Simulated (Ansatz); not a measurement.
Crystal: MnSi.

```
CELL_PARAMETERS angstrom
0.00000 2.52722 2.52722
2.52722 0.00000 2.52722
2.52722 2.52722 0.00000
ATOMIC_POSITIONS crystal
Mn 0.00000 0.00000 0.00000
Si 0.25000 0.25000 0.25000
```

The cell was built by a generator and needn't be a form met in nature.

- Program: Ansatz 0.2.0
- Task: relaxation of cell and atoms
- Functional: B3LYP
- Potentials or basis: Ansatz PAW
- Cutoff: 420 eV (not typed: the program's choice for these potentials)
- k mesh: 5 × 5 × 5
- Occupations: fermi-dirac, width 0.05 eV
- Spin: collinear spin, ferromagnetic start
- Starting moments: [4.0, 0.0] μB

At the start: volume 16.14 Å³/atom.

How do energy, volume and symmetry change on relaxing?

It ends after 9 steps and the volume is 23.45 Å³/atom (+45.3 %); space group F-43m (No. 216, to 0.05 Å); moment 3.00 μB per cell.

The path:
```tsv
step	energy change (eV)	largest force (eV/Å)	volume (Å³)
1	0.0000	0.0000	32.28
2	-0.6619	0.0000	36.61
3	-1.0280	0.0000	41.99
4	-1.0877	0.0000	45.07
5	-1.0894	0.0000	45.81
6	-1.1190	0.0000	45.81
7	-1.1222	0.0000	46.65
8	-1.1223	0.0000	46.90
9	-1.1226	0.0000	46.90
```

Final structure:
```yaml
crystal:
  lattice:
    - [0.00000, 2.86233, 2.86233]
    - [2.86233, 0.00000, 2.86233]
    - [2.86233, 2.86233, 0.00000]
  atoms:
    - { symbol: Mn, position: [0.00000, 0.00000, 0.00000] }
    - { symbol: Si, position: [0.25000, 0.25000, 0.25000] }
```

Caveat: the k mesh is coarse (spacing up to 0.43 Å⁻¹), so the values aren't converged, least of all with exact exchange; the magnetic or orbital state may not be the lowest; the volume moved by over 15 % at a fixed basis, so the end points are rough; the plane-wave basis is chosen anew once the cell has moved, so the energies of steps on either side of that aren't comparable; the PAW data sets come from PBE, with cores solved anew for the run's functional, which leaves a small shift of forces and pressure.
